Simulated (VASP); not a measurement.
# TiO (P4_2/mmc) in VASP: a series of runs, part 2 of 2

VASP 6.6.1. The steps go on from the part before.

### Step 3. Single point, PBEsol, collinear spin, typed start

File INCAR:

```
PREC     = Accurate       # precision mode
ENCUT    = 520            # plane-wave cutoff, eV
EDIFF    = 1E-6           # SCF threshold, eV
ISMEAR   = 0              # smearing method
SIGMA    = 0.05           # smearing width, eV
LREAL    = False          # projectors in reciprocal space
LASPH    = True           # aspherical terms in the spheres
NELM     = 150            # most SCF steps
ALGO     = Normal         # electronic algorithm
ISIF     = 2              # what is computed and relaxed
LWAVE    = False          # write WAVECAR
LCHARG   = False          # write CHGCAR
ISPIN    = 2              # spin polarisation
MAGMOM   = 0.05 0.05 0 0  # initial moments
LORBIT   = 11             # projections on sites
LMAXMIX  = 4              # l up to which the mixer works
GGA      = PS             # functional
NBANDS   = 30             # bands
```

File KPOINTS:

```
Automatic mesh
0
Gamma
  10 10 6
```

File POSCAR:

```
TiO
1.0
    3.1454913155      0.0000000000      0.0000000000
    0.0000000000      3.1454913155      0.0000000000
    0.0000000000      0.0000000000      4.8602363596
Ti O
2 2
Direct
    0.0000000000      0.5000000000      0.0000000000
    0.5000000000      0.0000000000      0.5000000000
    0.0000000000      0.0000000000      0.2500000000
    0.0000000000      0.0000000000      0.7500000000
```

Potentials or basis: VASP PAW PBE potentials, release 64 (Ti_sv, O).

The run is started by

```bash
cat potpaw_PBE.64/Ti_sv/POTCAR potpaw_PBE.64/O/POTCAR > POTCAR
mpirun -np 1 vasp_std > vasp.out
```

OUTCAR:

```text
PREC = Accurate
   ENCUT = 520
   EDIFF = 1E-6
   ISMEAR = 0
   LREAL = False
   LASPH = True
   NELM = 150
   ISIF = 2
   ISPIN = 2
   LORBIT = 11
   GGA = PS

 ion  position               nearest neighbor table
   1  0.000  0.500  0.000-   3 1.99   4 1.99   3 1.99   4 1.99
   2  0.500  0.000  0.500-   3 1.99   4 1.99   3 1.99   4 1.99
   3  0.000  0.000  0.250-   1 1.99   2 1.99   1 1.99   2 1.99
   4  0.000  0.000  0.750-   1 1.99   2 1.99   1 1.99   2 1.99

  LATTYP: Found a simple tetragonal cell.
 ALAT       =     3.1454913155
 C/A-ratio  =     1.5451437859

  Lattice vectors:

 A1 = (   3.1454913155,   0.0000000000,   0.0000000000)
 A2 = (   0.0000000000,   3.1454913155,   0.0000000000)
 A3 = (   0.0000000000,   0.0000000000,   4.8602363596)

Analysis of symmetry for initial positions (statically):
[... 1796 lines left out ...]

------------------------ aborting loop because EDIFF is reached ----------------------------------------

  FORCE on cell =-STRESS in cart. coord.  units (eV):
  Direction    XX          YY          ZZ          XY          YZ          ZX
  --------------------------------------------------------------------------------------
  -------------------------------------------------------------------------------------
  Total        0.1467931      0.1467931      0.2404807      0.0000000      0.0000000      0.0000000
  in kB        4.8908203      4.8908203      8.0122855      0.0000000      0.0000000      0.0000000
  external PRESSURE =       5.9313087 kB  Pullay stress =       0.0000000 kB

 VOLUME and BASIS-vectors are now :
 -----------------------------------------------------------------------------
  energy-cutoff  :      520.00
  volume of cell :       48.09
      direct lattice vectors                 reciprocal lattice vectors
     3.145491316  0.000000000  0.000000000     0.317915359  0.000000000  0.000000000
     0.000000000  3.145491316  0.000000000     0.000000000  0.317915359  0.000000000
     0.000000000  0.000000000  4.860236360     0.000000000  0.000000000  0.205751310

 POSITION                                       TOTAL-FORCE (eV/Angst)
 -----------------------------------------------------------------------------------
      0.00000      1.57275      0.00000        -0.000000      0.000000     -0.000000
      1.57275      0.00000      2.43012        -0.000000      0.000000     -0.000000
      0.00000      0.00000      1.21506         0.000000      0.000000     -0.000000
      0.00000      0.00000      3.64518        -0.000000      0.000000      0.000000
 -----------------------------------------------------------------------------------
    total drift:                                0.000000      0.000000     -0.000000

  FREE ENERGIE OF THE ION-ELECTRON SYSTEM (eV)
  ---------------------------------------------------
  free  energy   TOTEN  =       -36.6946631136 eV

  energy  without entropy=      -36.6924460471  energy(sigma->0) =      -36.69355458

 total charge

# of ion       s       p       d       tot
------------------------------------------
    1        2.189   6.186   1.899  10.274
    2        2.189   6.186   1.899  10.274
    3        1.567   3.524   0.000   5.091
    4        1.567   3.524   0.000   5.091
--------------------------------------------------
tot          7.510  19.420   3.799  30.729

 magnetization (x)

# of ion       s       p       d       tot
------------------------------------------
    1        0.000   0.000  -0.000  -0.000
    2        0.000   0.000  -0.000  -0.000
    3        0.000  -0.000   0.000  -0.000
    4        0.000  -0.000   0.000  -0.000
--------------------------------------------------
tot          0.000  -0.000  -0.000  -0.000
```

stdout:

```text
POSCAR found type information on POSCAR TiO
 POSCAR found :  2 types and       4 ions
 scaLAPACK will be used
 -----------------------------------------------------------------------------
|                                                                             |
|                                                                             |
|     You enforced a specific xc type in the INCAR file but a different       |
|     I HOPE YOU KNOW WHAT YOU ARE DOING!                                     |
|                                                                             |
 -----------------------------------------------------------------------------

 LDA part: xc-table for (Slater+PW92), standard interpolation
 POSCAR, INCAR and KPOINTS ok, starting setup
 FFT: planning ... GRIDC
 FFT: planning ... GRID_SOFT
 FFT: planning ... GRID
 WAVECAR not read
 entering main loop
```

It took 65 s on 1 thread of Intel Xeon 6975P-C (Granite Rapids), shared host; peak memory 0.28 GiB.

Results:

| Property | Result |
| --- | --- |
| Free energy | -36.6947 eV |
| Pressure | 0.6 GPa |
| Band gap on the k mesh | none (metal or under the smearing width) |
| Net moment | 0.00 μB per cell |
| Valence electrons inside the program's atomic spheres | Ti 10.27; O 5.09 |

Levels at points of the mesh, in eV from the Fermi level:
Spin up:
```tsv
k point	band 16	band 17	band 18	band 19	band 20	band 21
(0.00, 0.00, 0.00)	-3.78	-3.69	-1.91	-0.10	0.77	1.15
(0.50, 0.00, 0.00)	-4.60	-1.70	0.13	0.31	0.52	0.66
(0.50, 0.50, 0.00)	-5.45	-2.23	-0.20	-0.20	0.96	1.13
(0.00, 0.00, 0.50)	-5.48	-2.59	-2.59	0.41	0.41	1.06
(0.50, 0.00, 0.50)	-4.99	-1.92	-0.36	0.45	0.64	0.66
(0.50, 0.50, 0.50)	-6.27	-1.34	-1.34	0.69	0.69	0.79
```
Spin down:
```
           k point  band 15  band 16  band 17  band 18  band 19  band 20  band 21  band 22
(0.00, 0.00, 0.00)    -5.53    -3.78    -3.69    -1.91    -0.10     0.77     1.15     1.15
(0.50, 0.00, 0.00)    -5.91    -4.60    -1.70     0.13     0.31     0.52     0.66     0.71
(0.50, 0.50, 0.00)    -5.67    -5.45    -2.23    -0.20    -0.20     0.96     1.13     1.13
(0.00, 0.00, 0.50)    -5.48    -5.48    -2.59    -2.59     0.41     0.41     1.06     1.06
(0.50, 0.00, 0.50)    -5.69    -4.99    -1.92    -0.36     0.45     0.64     0.66     1.33
(0.50, 0.50, 0.50)    -6.27    -6.27    -1.34    -1.34     0.69     0.69     0.79     0.79
```

Caveat: the PAW data sets were made with another functional, which shifts forces and pressure a little; semilocal functionals often make such compounds metallic where correlation or magnetic order opens a gap, which also shifts bond lengths.

### Step 4. Single point, PBEsol, collinear spin, typed start

This run uses another cell than the first one, of 12.50 Å³/atom, 1.040 times its volume.

File INCAR:

```
SYSTEM = TiO
PREC = Accurate
ENCUT = 520
EDIFF = 1E-7
ISMEAR = 0
SIGMA = 0.05
LREAL = .False.
LASPH = .True.
NELM = 150
ALGO = Fast
ISIF = 2
LWAVE = .False.
LCHARG = .True.
ISPIN = 2
MAGMOM = 0.05 0.05 0 0
LORBIT = 11
LMAXMIX = 4
GGA = PS
LELF = .True.
LVHAR = .True.
NBANDS = 30
```

File KPOINTS:

```
regular mesh
0
Gamma
  10 10 6
  0 0 0
```

File POSCAR:

```
TiO
1.0
    3.1921721637      0.0000000000      0.0000000000
    0.0000000000      3.1921721637      0.0000000000
    0.0000000000      0.0000000000      4.9078931377
Ti O
2 2
Direct
    0.0000000000      0.5000000000      0.0000000000
    0.5000000000      0.0000000000      0.5000000000
    0.0000000000      0.0000000000      0.2500000000
    0.0000000000      0.0000000000      0.7500000000
```

The run is started by

```bash
cat potpaw_PBE.64/Ti_sv/POTCAR potpaw_PBE.64/O/POTCAR > POTCAR
mpirun -np 1 vasp_std > vasp.out
```

Wall time 3.2 min (1 thread of Intel Xeon 6975P-C (Granite Rapids), shared host); peak memory 0.3 GiB.

It converged, with:

```yaml
Free_energy: -36.6604 eV
Pressure: -6.4 GPa
Band_gap_on_the_k_mesh: none (metal or under the smearing width)
Net_moment: 0.00 μB per cell
Valence_electrons_inside_the_program's_atomic_spheres: Ti 10.21; O 5.07
```

Stress tensor (GPa, compression positive):
```
-6.49  0.00  0.00
 0.00 -6.49  0.00
 0.00  0.00 -6.20
```

Levels at points of the mesh, in eV from the Fermi level:
Spin up:
| k point | band 16 | band 17 | band 18 | band 19 | band 20 | band 21 |
| --- | --- | --- | --- | --- | --- | --- |
| (0.00, 0.00, 0.00) | -3.65 | -3.55 | -1.79 | -0.07 | 0.71 | 1.08 |
| (0.50, 0.00, 0.00) | -4.42 | -1.63 | 0.13 | 0.29 | 0.46 | 0.61 |
| (0.50, 0.50, 0.00) | -5.22 | -2.10 | -0.19 | -0.19 | 0.92 | 1.06 |
| (0.00, 0.00, 0.50) | -5.33 | -2.48 | -2.48 | 0.39 | 0.39 | 0.99 |
| (0.50, 0.00, 0.50) | -4.87 | -1.84 | -0.34 | 0.43 | 0.60 | 0.61 |
| (0.50, 0.50, 0.50) | -6.07 | -1.27 | -1.27 | 0.67 | 0.67 | 0.72 |
Spin down:
| k point | band 15 | band 16 | band 17 | band 18 | band 19 | band 20 | band 21 | band 22 |
| --- | --- | --- | --- | --- | --- | --- | --- | --- |
| (0.00, 0.00, 0.00) | -5.39 | -3.65 | -3.55 | -1.79 | -0.07 | 0.71 | 1.08 | 1.08 |
| (0.50, 0.00, 0.00) | -5.74 | -4.42 | -1.63 | 0.13 | 0.29 | 0.46 | 0.61 | 0.66 |
| (0.50, 0.50, 0.00) | -5.51 | -5.22 | -2.10 | -0.19 | -0.19 | 0.92 | 1.06 | 1.06 |
| (0.00, 0.00, 0.50) | -5.33 | -5.33 | -2.48 | -2.48 | 0.39 | 0.39 | 0.99 | 0.99 |
| (0.50, 0.00, 0.50) | -5.54 | -4.87 | -1.84 | -0.34 | 0.43 | 0.60 | 0.61 | 1.25 |
| (0.50, 0.50, 0.50) | -6.07 | -6.07 | -1.27 | -1.27 | 0.67 | 0.67 | 0.72 | 0.72 |

Caveat: the PAW data sets were made with another functional, which shifts forces and pressure a little; semilocal functionals often make such compounds metallic where correlation or magnetic order opens a gap, which also shifts bond lengths.

### Step 5. The runs side by side

| cell | k mesh | gap on the mesh (eV) | pressure (GPa) | moment (μB) |
| --- | --- | --- | --- | --- |
| P4_2/mmc, 12.02 Å³/atom | 8 × 8 × 8 | none | 0.5 | 0.00 |
| P4_2/mmc, 12.02 Å³/atom | 10 × 10 × 6 | none | 0.6 | 0.00 |
| P4_2/mmc, 12.5 Å³/atom | 10 × 10 × 6 | none | -6.4 | 0.00 |

Alike in all rows: task single point; level PBEsol; potentials or basis VASP PAW PBE potentials, release 64 (Ti_sv, O); spin collinear, typed start; cutoff (eV) 520; smearing gaussian 0.05 eV.

Every run on the cell as given and a fine mesh finds a metal.

Caveats: the PAW data sets were made with another functional, which shifts forces and pressure a little; semilocal functionals often make such compounds metallic where correlation or magnetic order opens a gap, which also shifts bond lengths.

Absolute energies hang on the potentials; compare differences alone.
